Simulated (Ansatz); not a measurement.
Runs of Ansatz 0.2.0 on V. It takes space group P6_3/mmc (No. 194, hexagonal). Conventional cell: a = 2.604 Å, b = 2.604 Å, c = 4.723 Å, α = 90.00°, β = 90.00°, γ = 120.00°. Around V (site symmetry -6m2) lie 12 V at 2.60 to 2.80 Å. This isn't the form of V at room conditions, which is bcc.

```tsv
task	level	spin	U	cutoff (eV)	basis error allowed	gap on the mesh (eV)	pressure (GPa)	moment (μB)	V0 of scaled cells (Å³/atom)	B0 (GPa)
band structure	LDA	collinear, ferromagnetic start	-	261	0.001 eV/atom	-	(a)	0.00	-	-
single point	PBEsol	collinear, ferrimagnetic start	-	262	0.001 eV/atom	none	-7.2	0.00	-	-
equation of state	PBEsol	collinear, ferromagnetic start	-	-	0.001 eV/atom	-	-	-	13.30	188
equation of state	PBEsol	collinear, ferromagnetic start	-	-	0.0005 eV/atom	-	-	-	13.30	188
density of states	PBEsol+U	collinear, ferromagnetic start	V d U = 2 eV	262	0.001 eV/atom	none	-2.8	1.29	-	-
band structure	PBEsol	collinear, ferromagnetic start	-	262	0.001 eV/atom	-	-7.2	0.00	-	-
```

Alike in all rows: potentials or basis all-electron LAPW, scalar-relativistic; cell as given; k mesh 12 × 12 × 6; smearing fermi-dirac 0.05 eV.

Problem. Fill in the values left out.

Solution. (a) -12.9.

Caveats: the cell was scaled at fixed shape and fractional positions, which overstates the stiffness of a crystal with free parameters, most of all of layers and chains (some runs); the magnetic state may not be the lowest (some runs); U is the effective U less J, on atomic orbitals that reach past the spheres (some runs); the U is typed as a test and isn't derived for this compound (some runs).

A k mesh can miss the band edges.

A gap of «none» marks a metal or a gap under the smearing width.

Not every run made on this cell is shown here.
